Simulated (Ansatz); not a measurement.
# Selenium, fcc: HSE06 after PBE

Aim: see what exact exchange does to the levels, and what it costs. Spin polarisation is left out. The cell comes from an earlier PBE relaxation. Exact exchange is dear, so the k-mesh is coarse, and PBE is run on the same mesh for comparison.

Method: DFT, plane waves (420 eV) with PBE-made PAW files, scalar-relativistic; functionals as named at each step, in Ansatz 0.2.0.

## (1) The starting structure

Symmetry: Fm-3m, No. 225, cubic system. The conventional cell has a = 4.341 Å, b = 4.341 Å, c = 4.341 Å, α = 90.00°, β = 90.00°, γ = 90.00°. Around Se (site symmetry m-3m) lie 12 Se at 3.07 Å.

Structure file:

```
Se
1.0
     0.00000    2.17026    2.17026
     2.17026    0.00000    2.17026
     2.17026    2.17026    0.00000
Se
1
Direct
  0.00000 0.00000 0.00000
```

## (2) PBE on the coarse mesh

The run with PBE.

File input.yaml:

```yaml
crystal:
  lattice:
    - [0.0, 2.1702560839, 2.1702560839]
    - [2.1702560839, 0.0, 2.1702560839]
    - [2.1702560839, 2.1702560839, 0.0]
  atoms:
    - { symbol: Se, position: [0.0, 0.0, 0.0] }
hamiltonian:
  xc: pbe
  pseudopotentials:
    kind: paw
    azcp:
      Se: "pseudopotentials/Se.paw.azcp"
basis:
  ecutwfc: 420
  fft_grid_basis: typed
kpoints:
  mp_grid: { grid: [6, 6, 6], shift: [0, 0, 0] }
magnetization:
  spin_polarized: false
scf:
  occupations: { method: fermi_dirac, width: 0.1 }
```

The run is started by

```console
ansatz run input.yaml --threads 4 --pin off --max-ram 8192MiB --backend cpu --events-out ev --progress --plain --runs-dir out
```

Output, cut to the lines that bear on the results:

```text
Warning: RAYON_NUM_THREADS=4 ignored (pool sized by the plan → 4); use --threads N
[...]
Pseudopotentials: kind: paw
Pseudopotential: Se, paw, valence charge 16, recommended cutoff 420 eV (normal), <dir>
Functional definition: PBE
[...]
Crystal: 1 atoms, lattice volume = 20.444 Å³
Basis set: ecut = 420 eV, 411 PW (Γ)
Bands: 12, of which v1, the nominal top of the filled ones, is band 8 counted from 1 (7 counted from 0)
Symmetry: 48 space group operations
Space group: Fm-3m (ITA 225), of the structure as read, at distance tolerance 2.7e-5 Å
k-points: 16 of 216
[...]
SCF iter   1: F=—  HF=-5468.328170 eV  |F-HF|=—  |Δ(HF+E_count)|=         —  Δρ=1.38e-3  dr2=1.59e-4  ethr=1.77e-3  ⟨swp⟩=5.2  Hψ=1118  notcnv=0
[...]
SCF iter   6: F=-5468.328540 eV  HF=-5468.328540 eV  |F-HF|=2.02e-10  |Δ(HF+E_count)|=   6.07e-8  Δρ=7.90e-7  dr2=9.40e-11  ethr=2.18e-10  ⟨swp⟩=1.4  Hψ=502  notcnv=0
[...]
SCF converged after 6 iterations
Free energy (F): -5468.328540 eV
[...]
E sigma→0 (E₀):  -5468.309405 eV
Entropy (-TS):   -0.038270 eV (-38.270 meV/atom)
Fermi energy:    10.952077 eV
[...]
```

Run time: 0.2 s. Hardware: 4 threads of Arm Neoverse V2, shared host; peak memory 0.24 GiB.

## (3) HSE06 on the coarse mesh

The run with HSE06.

input.yaml, as its differences from that of step 2:

```diff
@@ -8,3 +8,3 @@
 hamiltonian:
-  xc: pbe
+  xc: hse06
   pseudopotentials:
```

The run is started by

```console
ansatz run input.yaml --threads 4 --pin off --max-ram 8192MiB --backend cpu --events-out ev --progress --plain --runs-dir out
```

Output, cut to the lines that bear on the results:

```text
Warning: RAYON_NUM_THREADS=4 ignored (pool sized by the plan → 4); use --threads N
[...]
[... 2 set-up lines as earlier in the session ...]
Functional definition: HSE06
[...]
Crystal: 1 atoms, lattice volume = 20.444 Å³
Basis set: ecut = 420 eV, 411 PW (Γ)
Bands: 12, of which v1, the nominal top of the filled ones, is band 8 counted from 1 (7 counted from 0)
[... 2 set-up lines as earlier in the session ...]
k-points: 16 of 216
[...]
SCF iter   1: F=—  HF=-5468.328410 eV  |F-HF|=—  |Δ(HF+E_count)|=         —  Δρ=1.59e-3  dr2=3.44e-4  ethr=1.77e-3  ⟨swp⟩=7.4  Hψ=782  notcnv=0
[...]
Frozen-core exchange: fock
[...]
SCF 2 stopped early in 5 iterations: F = -5469.445198 eV  dr2 = 9.68e-7
hybrid outer 1: dexx = +2.586e-3 eV, tail = 3.94e-5 eV
[...]
Frozen-core exchange: fock
[...]
hybrid outer 2: dexx = +3.914e-7 eV, tail = 2.51e-7 eV, Δε = 2.03e-3 eV (about 3.27e-4 eV left of the loop's levels)
hybrid SCF converged: 2 outer / 7 inner (+6 warm-up), last move |dexx| = 3.91e-7 eV, tail = 2.51e-7 eV
Stability not checked: this state was not tested for a lower state beside it, because the functional holds exact exchange (a hybrid, or Hartree-Fock), whose exchange loop this test does not read (fock_operator; see scf.lower_state_search)
Free energy (F): -5469.445356 eV
Frozen-core exchange: fock
[...]
E sigma→0 (E₀):  -5469.429713 eV
Entropy (-TS):   -0.031285 eV (-31.285 meV/atom)
Fermi energy:    10.783929 eV
[...]
--- Band table (eV; the first three rows and the last of 16) ---
  k-point 0: bands = ["-41.8260", "-41.8260", "-41.8260", "-41.8199", "-41.8199", "-7.0208", "14.3550", "14.3550", "14.3550", "22.7292"]
[...]
  guard bands above this table: 2 of the run's 12 bands. The solve was not asked for them (output.publish_guard_bands: true or output.eigenvalues: true publishes all)
```

Wall time 1.9 s (4 threads of Arm Neoverse V2, shared host); peak memory 0.6 GiB.

## (4) The functionals compared

| functional | gap on the mesh | Fermi energy (eV) | SCF cycles | exchange loops | CPU time |
| --- | --- | --- | --- | --- | --- |
| PBE | none (levels filled in part) | 10.952 | 6 | - | 0.42 s |
| HSE06 | none (levels filled in part) | 10.784 | 13 | 2 | 5.2 s |

## (5) Summary of results

```
                                   quantity                         value
                                   PBE: gap  none (levels filled in part)
                                 HSE06: gap  none (levels filled in part)
          HSE06: SCF cycles, exchange loops                         13, 2
           HSE06: CPU time over that of PBE                            12
HSE06: relative to trigonal (grey) selenium                +1002 meV/atom
```

**Reading.** Neither PBE nor HSE06 shows a clean gap on this mesh. HSE06 cost 12 times the CPU time of PBE. HSE06 needed 2 outer loops of the exchange operator. To compare with dense-mesh energies, the change of PBE from this mesh and smearing to its dense run (-39.5 meV/atom, from a run not shown) is added. Under HSE06 it lies 1002 meV/atom above trigonal (grey) selenium (computed apart in the same way); on such meshes a few tens of meV are uncertain for metals. Absolute energies differ from functional to functional, by eV per atom at times, and say nothing by themselves.
